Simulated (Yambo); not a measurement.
Here is a Yambo 5.3.0 calculation.

Contents of optics1.in:

```
optics
chi
Chimod= "HARTREE"
% BndsRnXd
 1 | 23 |
%
NGsBlkXd= 2 Ry
% LongDrXd
 1 | 1 | 1 |
%
% QpntsRXd
 1 | 1 |
%
% EnRngeXd
 0 | 30 | eV
%
% DmRngeXd
 0.1 | 0.1 | eV
%
ETStpsXd= 200
```

scf.in

```
&CONTROL
  calculation = 'scf'
  prefix = 'pwscf'
  outdir = './tmp'
  pseudo_dir = './pseudo'
/
&SYSTEM
  ibrav = 0
  nat = 4
  ntyp = 2
  ecutwfc = 84
  nbnd = 14
  occupations = 'smearing'
  smearing = 'fd'
  degauss = 0.00367493
  force_symmorphic = .true.
/
&ELECTRONS
  conv_thr = 8d-10
  electron_maxstep = 120
  mixing_beta = 0.5
/
ATOMIC_SPECIES
Al    26.9815 Al.upf
N     14.0070 N.upf
CELL_PARAMETERS angstrom
   3.1130000000    0.0000000000    0.0000000000
  -1.5565000000    2.6959370820    0.0000000000
   0.0000000000    0.0000000000    4.9810000000
ATOMIC_POSITIONS crystal
Al     0.6666666667    0.3333333333    0.5000000000
Al     0.3333333333    0.6666666667    0.0000000000
N      0.6666666667    0.3333333333    0.8800000000
N      0.3333333333    0.6666666667    0.3800000000
K_POINTS automatic
12 12 8 0 0 0
```

nscf.in

```
&CONTROL
  calculation = 'nscf'
  prefix = 'pwscf'
  outdir = './tmp'
  pseudo_dir = './pseudo'
/
&SYSTEM
  ibrav = 0
  nat = 4
  ntyp = 2
  ecutwfc = 84
  nbnd = 33
  occupations = 'fixed'
  force_symmorphic = .true.
/
&ELECTRONS
  conv_thr = 1d-08
  diago_full_acc = .true.
  diago_thr_init = 1d-06
/
ATOMIC_SPECIES
Al    26.9815 Al.upf
N     14.0070 N.upf
CELL_PARAMETERS angstrom
   3.1130000000    0.0000000000    0.0000000000
  -1.5565000000    2.6959370820    0.0000000000
   0.0000000000    0.0000000000    4.9810000000
ATOMIC_POSITIONS crystal
Al     0.6666666667    0.3333333333    0.5000000000
Al     0.3333333333    0.6666666667    0.0000000000
N      0.6666666667    0.3333333333    0.8800000000
N      0.3333333333    0.6666666667    0.3800000000
K_POINTS automatic
12 12 8 0 0 0
```

Potentials or basis: PseudoDojo 0.4.1 SR LDA stringent.

Launch:

```console
$ OMP_NUM_THREADS=1 pw.x -in scf.in > scf.out
$ OMP_NUM_THREADS=1 pw.x -in nscf.in > nscf.out
$ cd tmp/pwscf.save; p2y; mv SAVE ../..; cd ../..
$ OMP_NUM_THREADS=1 yambo
$ OMP_NUM_THREADS=1 yambo -F optics1.in -J optics1 -C optics1_out
```

Task: What does it give for the absorption peak?

Result: 7.54 eV.

Task: Predict the electronic dielectric constant along the field.

Result: 4.37.

Task: Predict the band gap on the k mesh, mean-field level.

Result: 4.26 eV, direct.

Dielectric function (along the field direction of the input):
```csv
energy (eV),real part,imaginary part
0.30,4.37,0.04
0.90,4.41,0.04
1.51,4.49,0.04
2.26,4.65,0.05
2.86,4.85,0.06
3.62,5.25,0.09
4.22,5.85,0.22
4.97,6.66,0.87
5.58,7.95,1.51
6.33,8.49,4.65
6.93,6.58,7.18
7.69,2.57,7.66
8.29,1.77,5.15
9.05,1.34,4.26
9.65,1.10,4.09
10.40,1.06,3.64
11.01,0.62,3.20
11.76,1.11,4.65
12.36,0.30,4.78
13.12,-0.77,4.20
13.72,-1.00,3.64
14.47,-1.07,3.12
15.08,-1.37,1.99
15.83,-1.41,1.61
16.43,-1.07,1.42
17.19,-1.12,0.97
17.79,-0.88,0.68
18.54,-0.58,0.62
19.15,-0.37,0.52
19.90,-0.33,0.48
```

Caveat: these spectra lack excitons.

**Measured values to compare with.**

From “Structural and optical properties of self-assembled AlN nanowires grown on SiO2/Si substrates by molecular beam epitaxy”, 2024, arxiv:2402.00216, for a bulk crystal of AlN at 0 K: band gap 6.0343 eV (an exciton energy, a little under the gap).

Against the measured gap of AlN, 6.0343 eV (an exciton energy, a little under the gap; 0 K; quoted in “Structural and optical properties of self-assembled AlN nanowires grown on SiO2/Si substrates by molecular beam epitaxy”, 2024, arxiv:2402.00216), the calculated 4.26 eV is off by -1.78 eV. 2 values of this kind are on record (6.034 to 6.0343 eV); this one was drawn at random. The value is that of LDA on a finite k mesh, which can miss the band edges, without temperature or zero-point motion. Semilocal functionals fall short of measured gaps as a rule.
